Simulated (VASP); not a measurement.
# TiO2 (P4_2/mnm) in VASP: a series of runs

The runs below take TiO2 through single point, with PBE.

Program: VASP 6.6.1. These are calculated values, not measurements. Logs are shortened: lines on timing, memory, paths and dates and some standing lists are left out, and cuts for length are marked.

### Step 1. The undisturbed crystal

Symmetry: P4_2/mnm, No. 136, tetragonal system. Conventional cell: a = 4.600 Å, b = 4.600 Å, c = 2.959 Å, α = 90.00°, β = 90.00°, γ = 90.00°. Ti (site symmetry mmm) is surrounded by 6 O at 1.95 to 1.98 Å. O (site symmetry m2m) is surrounded by 3 Ti at 1.95 to 1.98 Å.

The cell is a database's computed one.

### Step 2. Single point, PBE

File INCAR:

```
SYSTEM = TiO2
ADDGRID = .False.
ALGO = Normal
EDIFF = 1E-5
ENCUT = 460
GGA = PE
ISIF = 2
ISMEAR = 0
LASPH = .True.
LCHARG = .False.
LREAL = .False.
LWAVE = .False.
NBANDS = 33
NELM = 100
PREC = Accurate
SIGMA = 0.05
```

File KPOINTS:

```
k-points
0
Gamma
  3 3 4
  0 0 0
```

File POSCAR:

```
TiO2
1.0
    4.5998373239      0.0000000000      0.0000000000
    0.0000000000      4.5998373239      0.0000000000
    0.0000000000      0.0000000000      2.9592135600
Ti O
2 4
Direct
    0.0158320000      0.0032400000      0.4722370000
    0.5214710000      0.5093840000      0.0048770000
    0.3233600000      0.3195450000      0.4593590000
    0.1957040000      0.8057180000      0.0434810000
    0.7872850000      0.2085030000     -0.0059320000
    0.6699180000      0.6742240000      0.5240680000
```

Potentials or basis: VASP PAW PBE potentials, release 64 (Ti_sv, O).

Command:

```sh
cat potpaw_PBE.64/Ti_sv/POTCAR potpaw_PBE.64/O/POTCAR > POTCAR
mpirun -np 1 vasp_std > vasp.out
```

OUTCAR:

```text
SYSTEM = TiO2
   EDIFF = 1E-5
   ENCUT = 460
   GGA = PE
   ISIF = 2
   ISMEAR = 0
   LASPH = .True.
   LREAL = .False.
   NELM = 100
   PREC = Accurate

 Found     19 irreducible k-points:

 Following reciprocal coordinates:
            Coordinates               Weight
  0.000000  0.000000  0.000000      1.000000
  0.333333  0.000000  0.000000      2.000000
  0.000000  0.333333  0.000000      2.000000
  0.333333  0.333333  0.000000      2.000000
 -0.333333  0.333333  0.000000      2.000000
  0.000000  0.000000  0.250000      2.000000
   k-points           NKPTS =     19   k-points in BZ     NKDIM =     19   number of bands    NBANDS=     33
   number of dos      NEDOS =    301   number of ions     NIONS =      6
   total plane-waves  NPLWV =  24576
   dimension x,y,z NGX =    32 NGY =   32 NGZ =   24
   dimension x,y,z NGXF=    64 NGYF=   64 NGZF=   48
   ions per type =               2   4
   NGX,Y,Z   is equivalent  to a cutoff of  11.57, 11.57, 13.48 a.u.
   NGXF,Y,Z  is equivalent  to a cutoff of  23.13, 23.13, 26.97 a.u.
 SYSTEM =  TiO2
   PREC   = accura    normal or accurate (medium, high low for compatibility)
   ISTART =      0    job   : 0-new  1-cont  2-samecut
   ICHARG =      2    charge: 1-file 2-atom 10-const
   ISPIN  =      1    spin polarized calculation?
   LNONCOLLINEAR =      F non collinear calculations
   LSORBIT =      F    spin-orbit coupling
   LASPH  =      T    aspherical Exc in radial PAW
   ENCUT  =  460.0 eV  33.81 Ry    5.81 a.u.   8.04  8.04  5.18*2*pi/ulx,y,z
   NELM   =    100;   NELMIN=  2; NELMDL= -5     # of ELM steps
   EDIFF  = 0.1E-04   stopping-criterion for ELM
   LREAL  =      F    real-space projection
   EDIFFG = 0.1E-03   stopping-criterion for IOM
   NSW    =      0    number of steps for IOM
   IBRION =     -1    ionic relax: 0-MD 1-quasi-New 2-CG
   NFREE  =      0    steps in history (QN), initial steepest desc. (CG)
   ISIF   =      2    stress and relaxation
   ISYM   =      2    0-nonsym 1-usesym 2-fastsym
   POTIM  = 0.5000    time-step for ionic-motion
   TEBEG  =    0.0;   TEEND  =   0.0 temperature during run
   PSTRESS=    0.0 pullay stress
   NELECT =      48.0000    total number of electrons
   NUPDOWN=      -1.0000    fix difference up-down
   EMIN   =  10.00;   EMAX   =-10.00  energy-range for DOS
   EFERMI =   0.00;   METHOD = LEGACY
   ISMEAR =     0;   SIGMA  =   0.05  broadening in eV -4-tet -1-fermi 0-gaus
   EFERMI_NEDOS =   21; number of points for ismear=-14 and -15
   IALGO  =     38    algorithm
   IMIX   =      4    mixing-type and parameters
     AMIX     =   0.40;   BMIX     =  1.00
     AMIX_MAG =   1.60;   BMIX_MAG =  1.00
  volume/ion in A,a.u.               =      10.44        70.42
  Fermi-wavevector in a.u.,A,eV,Ry     =   1.498309  2.831394 30.544140  2.244931
  Thomas-Fermi vector in A             =   2.610085
   LORBIT       =      0    0 simple, 1 ext, 2 COOP (PROOUT), +10 PAW based schemes
   GGA     = PE    functional components
   LHFCALC =     F    Hartree Fock is set to
   AEXX    =    0.0000 exact exchange contribution
   IVDW    =     0    specifies the selected vdW correction
   LEPSILON=     F    determine dielectric tensor
   LRPA    =     F    only Hartree local field effects (RPA)
 non-spin polarized calculation
 Gauss-broadening in eV      SIGMA  =   0.05
  energy-cutoff  :      460.00
  volume of cell :       62.61
 maximum number of plane-waves:      1415
   NGX = 17   NGY = 17   NGZ = 11

 number of electron      47.9999995 magnetization

 Free energy of the ion-electron system (eV)
  ---------------------------------------------------
  ext. energy  EPLUGINS =         0.00000000
  ---------------------------------------------------
  free energy    TOTEN  =       -52.56831755 eV

  energy without entropy =      -52.56831755  energy(sigma->0) =      -52.56831755

 E-fermi :   5.1755     XC(G=0): -11.3499

 val. band max:        4.9070914066   @ k =   0.0000   0.0000   0.0000
 cond. band min:       6.8667609888   @ k =   0.0000   0.3333   0.5000
 fundamental gap:      1.9596695822
 Fermi energy:         5.1754725476

 k-point     1 :       0.0000    0.0000    0.0000
  band No.  band energies     occupation
      1     -52.2824      2.00000
      2     -51.4356      2.00000
      3     -28.5800      2.00000
      4     -28.4363      2.00000
      5     -28.4036      2.00000
      6     -27.8299      2.00000
[... 25 lines left out ...]
     32      10.9640      0.00000
     33      12.3072      0.00000

 k-point     2 :       0.3333    0.0000    0.0000
  band No.  band energies     occupation
      1     -52.2822      2.00000
      2     -51.4355      2.00000
      3     -28.5751      2.00000
      4     -28.4322      2.00000
      5     -28.4027      2.00000
      6     -27.8369      2.00000
[... 25 lines left out ...]
     32      10.7309      0.00000
     33      12.1973      0.00000

 k-point     3 :       0.0000    0.3333    0.0000
  band No.  band energies     occupation
      1     -52.2822      2.00000
      2     -51.4355      2.00000
      3     -28.5753      2.00000
      4     -28.4317      2.00000
      5     -28.4030      2.00000
      6     -27.8374      2.00000
[... 25 lines left out ...]
     32      10.7386      0.00000
     33      12.1720      0.00000

 k-point     4 :       0.3333    0.3333    0.0000
  band No.  band energies     occupation
      1     -52.2822      2.00000
      2     -51.4356      2.00000
      3     -28.5830      2.00000
      4     -28.4340      2.00000
      5     -28.4030      2.00000
      6     -27.8370      2.00000
[... 25 lines left out ...]
     32      11.0958      0.00000
     33      11.6661      0.00000

 k-point     5 :      -0.3333    0.3333    0.0000
  band No.  band energies     occupation
      1     -52.2822      2.00000
      2     -51.4356      2.00000
      3     -28.5768      2.00000
      4     -28.4400      2.00000
      5     -28.4032      2.00000
      6     -27.8298      2.00000
[... 25 lines left out ...]
     32      10.6999      0.00000
     33      11.8983      0.00000

 k-point     6 :       0.0000    0.0000    0.2500
  band No.  band energies     occupation
      1     -52.2631      2.00000
      2     -51.4111      2.00000
      3     -28.6496      2.00000
      4     -28.4953      2.00000
      5     -28.4150      2.00000
      6     -27.9751      2.00000
[... 25 lines left out ...]
     32      10.6552      0.00000
     33      11.5210      0.00000

 [... further k-points ...]

------------------------ aborting loop because EDIFF is reached ----------------------------------------

  FORCE on cell =-STRESS in cart. coord.  units (eV):
  Direction    XX          YY          ZZ          XY          YZ          ZX
  --------------------------------------------------------------------------------------
  -------------------------------------------------------------------------------------
  Total        4.9427628      5.4886496      8.0611156     -0.2289767     -0.4013243     -3.1661053
  in kB      126.4791967    140.4477667    206.2739944     -5.8592318    -10.2693921    -81.0167244
  external PRESSURE =     157.7336526 kB  Pullay stress =       0.0000000 kB

 VOLUME and BASIS-vectors are now :
 -----------------------------------------------------------------------------
  energy-cutoff  :      460.00
  volume of cell :       62.61
      direct lattice vectors                 reciprocal lattice vectors
     4.599837324  0.000000000  0.000000000     0.217398993  0.000000000  0.000000000
     0.000000000  4.599837324  0.000000000     0.000000000  0.217398993  0.000000000
     0.000000000  0.000000000  2.959213560     0.000000000  0.000000000  0.337927622

 POSITION                                       TOTAL-FORCE (eV/Angst)
 -----------------------------------------------------------------------------------
      0.07282      0.01490      1.39745        -0.369363      2.024608      0.555134
      2.39868      2.34308      0.01443        -1.287894     -1.286090      0.596506
      1.48740      1.46986      1.35934        -3.371253     -2.818306      1.693932
      0.90021      3.70617      0.12867        -0.660039      0.303331     -1.575188
      3.62138      0.95908      2.94166         2.234256     -2.137630      0.520626
      3.08151      3.10132      1.55083         3.454292      3.914087     -1.791010
 -----------------------------------------------------------------------------------
    total drift:                               -0.000064     -0.001238     -0.000105

  FREE ENERGIE OF THE ION-ELECTRON SYSTEM (eV)
  ---------------------------------------------------
  free  energy   TOTEN  =       -52.5683175450 eV

  energy  without entropy=      -52.5683175450  energy(sigma->0) =      -52.56831755
```

Wall time 21 s (1 thread of AMD EPYC 9R45 (Zen 5), shared host); peak memory 0.14 GiB.

These settings aren't checked as converged: the numbers below hold their error.

Results:

```
Free energy            : -52.5683 eV
Pressure               : 15.8 GPa
Largest force          : 5.519 eV/Å
Band gap on the k mesh : 1.96 eV, indirect (least direct gap 1.97 eV)
```

Caveat: the k mesh is coarse (spacing up to 0.53 Å⁻¹), so the values aren't converged; the cutoff is under 1.25 times the usual one of these potentials, so pressure, stress and relaxed cells hold a basis-set (Pulay) error; an odd mesh through Γ misses points on the zone boundary, where band edges often lie.

### Step 3. Single point, PBE

Changes to INCAR since step 2:

```diff
@@ -1,5 +1,5 @@
 SYSTEM = TiO2
-ADDGRID = .False.
+ADDGRID = .True.
 ALGO = Normal
-EDIFF = 1E-5
+EDIFF = 1E-7
 ENCUT = 460
```

KPOINTS is that of step 2.

POSCAR is that of step 2.

Potentials or basis: VASP PAW PBE potentials, release 64 (Ti_sv, O).

Command:

```sh
cat potpaw_PBE.64/Ti_sv/POTCAR potpaw_PBE.64/O/POTCAR > POTCAR
mpirun -np 1 vasp_std > vasp.out
```

It took 26 s on 1 thread of AMD EPYC 9R45 (Zen 5), shared host; peak memory 0.2 GiB.

The run converged, but some of its settings lie outside the range that counts as converged, so its numbers aren't taken as properties of the crystal.

What came out:

| Property | Result |
| --- | --- |
| Free energy | -52.5683 eV |
| Pressure | 15.7 GPa |
| Largest force | 5.521 eV/Å |
| Band gap on the k mesh | 1.96 eV, indirect (least direct gap 1.97 eV) |

Caveat: the k mesh is coarse (spacing up to 0.53 Å⁻¹), so the values aren't converged; the cutoff is under 1.25 times the usual one of these potentials, so pressure, stress and relaxed cells hold a basis-set (Pulay) error; an odd mesh through Γ misses points on the zone boundary, where band edges often lie.

### Step 4. Single point, PBE

File INCAR:

```
SYSTEM = TiO2
ADDGRID = .False.
ALGO = Normal
EDIFF = 1E-4
ENCUT = 460
GGA = PE
ISIF = 2
ISMEAR = 0
LASPH = .True.
LCHARG = .False.
LREAL = Auto
LWAVE = .False.
NBANDS = 33
NELM = 100
PREC = Normal
SIGMA = 0.05
```

KPOINTS is that of step 3.

POSCAR is that of step 3.

Command:

```sh
cat potpaw_PBE.64/Ti_sv/POTCAR potpaw_PBE.64/O/POTCAR > POTCAR
mpirun -np 1 vasp_std > vasp.out
```

Wall time 13 s (1 thread of AMD EPYC 9R45 (Zen 5), shared host); peak memory 0.1 GiB.

The run converged, but some of its settings lie outside the range that counts as converged, so its numbers aren't taken as properties of the crystal.

Results:

```yaml
Free_energy: -52.5728 eV
Pressure: 16.0 GPa
Largest_force: 5.525 eV/Å
Band_gap_on_the_k_mesh: 1.96 eV, indirect (least direct gap 1.97 eV)
```

Caveat: the k mesh is coarse (spacing up to 0.53 Å⁻¹), so the values aren't converged; the cutoff is under 1.25 times the usual one of these potentials, so pressure, stress and relaxed cells hold a basis-set (Pulay) error; an odd mesh through Γ misses points on the zone boundary, where band edges often lie.

### Step 5. For comparison

An earlier run on the cell as given: functional PBEsol; potentials or basis VASP PAW PBE potentials, release 64 (Ti_sv, O); cutoff 520 eV; k mesh 6 × 6 × 9; occupations fermi-dirac, width 0.05 eV; no spin polarisation.

- Pressure: -2.1 GPa
- Largest force: 0.047 eV/Å
- Band gap on the k mesh: 1.80 eV, direct
